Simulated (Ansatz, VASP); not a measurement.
C in VASP and in Ansatz

File INCAR:

```
SYSTEM = C
  PREC = Accurate
  ENCUT = 600
  EDIFF = 1E-6
  ISMEAR = 0
  SIGMA = 0.1
  LREAL = .FALSE.
  LASPH = .TRUE.
  NELM = 80
  ALGO = Normal
  ISIF = 3
  LWAVE = .FALSE.
  LCHARG = .FALSE.
  GGA = PE
  IBRION = 2
  NSW = 90
  EDIFFG = -0.04
```

Contents of KPOINTS:

```
regular mesh
0
G
  9 9 4
  0 0 0
```

File POSCAR:

```
C
1.0
    2.5678482048      0.0000000000      0.0000000000
   -1.2839241024      2.2238217784      0.0000000000
    0.0000000000      0.0000000000      4.1677536284
C
2
Direct
    0.3333333333      0.6666666667      0.2500000000
    0.6666666667      0.3333333333      0.7500000000
```

Input for Ansatz:

```yaml
crystal:
  lattice:
    - [2.5678482048, 0.0, 0.0]
    - [-1.2839241024, 2.2238217784, 0.0]
    - [0.0, 0.0, 4.1677536284]
  atoms:
    - { symbol: C, position: [0.3333333333, 0.6666666667, 0.25] }
    - { symbol: C, position: [0.6666666667, 0.3333333333, 0.75] }
basis:
  ecutwfc: 420
kpoints:
  mp_grid: { grid: [9, 9, 4] }
hamiltonian:
  xc: pbe
scf:
  occupations: { method: gaussian, width: 0.1 }
  lower_state_search: "off"
output:
  forces: true
  stress: true
  eigenvalues: true
relax:
  adjacent_minimum: "off"
  f_tol: 0.04
  max_steps: 70
  cell: { stress_tol: 0.4 }
```

Alike in both runs: task relaxation of cell and atoms; functional PBE; k mesh 9 × 9 × 4; occupations gaussian, width 0.1 eV; no spin polarisation.

```csv
,VASP,Ansatz
version,VASP 6.6.1,Ansatz 0.2.0
potentials or method,"VASP PAW PBE potentials, release 64 (C)","scalar-relativistic, plane waves, PAW"
plane-wave cutoff (eV),600,420
valence electrons in the cell,8,8
```

|  | VASP | Ansatz | Ansatz less VASP |
| --- | --- | --- | --- |
| gap on the k mesh at the Fermi level, each at its own relaxed structure (eV) | none | none | - |
| relaxed volume (Å³/atom) | 6.79 | 6.78 | -0.007 |
| relaxed cell length with the largest relative difference (Å) | 2.108 | 2.106 | -0.0016 |
| energy change over the relaxation (meV/atom) | -746 | -743 | +3.2 |

A gap of «none» marks a metal or a gap that the smearing closes.

Caveats: the k mesh is coarse (spacing up to 0.38 Å⁻¹), so the values aren't converged; the volume moved by over 15 % at a fixed basis, so the end points are rough (VASP).
